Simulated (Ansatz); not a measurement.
Crystal: HfN.

```
Hf N
1.0
     0.00000    2.45482    2.45482
     2.45482    0.00000    2.45482
     2.45482    2.45482    0.00000
Hf N
1 1
Cartesian
  0.0000 0.0000 0.0000
  1.2274 1.2274 1.2274
```

The cell comes from a database or a generator and needn't be the stable form of this composition.

Base run:

* Program: Ansatz 0.2.0
* Functional: PBEsol
* Potentials or basis: all-electron LAPW, scalar-relativistic
* Cutoff: 392 eV (chosen from the basis error)
* Basis error allowed: 0.001 eV/atom
* k mesh: 9 × 9 × 9
* Occupations: fermi-dirac, width 0.05 eV
* Spin: no spin polarisation

Its results: pressure -5.0 GPa.

The run is repeated on the same cell with these changes: functional from PBEsol to PBE. What comes out?

Pressure 0.7 GPa.

PBE binds less tightly than PBEsol, so the same cell stands under more pressure.
